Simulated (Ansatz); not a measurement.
The system is HfO2.

```
CELL_PARAMETERS angstrom
3.55802 0.00000 0.00000
0.00000 3.55802 0.00000
0.00000 0.00000 5.17186
ATOMIC_POSITIONS crystal
Hf 0.00000 0.00000 0.00000
Hf 0.50000 0.50000 0.50000
O 0.00000 0.50000 0.19721
O 0.50000 0.00000 0.30279
O 0.50000 0.00000 0.80279
O 0.00000 0.50000 0.69721
```

Measurements of this composition are mostly on another form, of space group No. 14.

Base run:

* Program: Ansatz 0.2.0
* Functional: PBE
* Potentials or basis: PseudoDojo standard (PBE files)
* Cutoff: 1143 eV
* Density cutoff: 4572 eV
* k mesh: 8 × 8 × 5
* Occupations: fermi-dirac, width 0.05 eV
* Spin: no spin polarisation

Its results: band gap on the k mesh 4.81 eV, indirect (least direct gap 4.88 eV); pressure 7.4 GPa; largest force 0.062 eV/Å.

Task: The run is repeated on the same cell with these changes: potentials or basis from PseudoDojo standard (PBE files) to Ansatz PAW earlier set; cutoff from 1143 eV to 930 eV; density cutoff from 4572 eV to 4650 eV; valence electrons from 48 to 76. What comes out?

Result: Band gap on the k mesh 4.77 eV, indirect (least direct gap 4.83 eV); pressure 10.1 GPa; largest force 0.140 eV/Å.

Caveats: odd divisions of the mesh miss points on the zone boundary, where band edges often lie, so the gap on the mesh can be too wide; spin-orbit coupling is left out, which moves the levels of the heavy elements.

A k mesh can miss the band edges.

Not every run made on this cell is shown here.
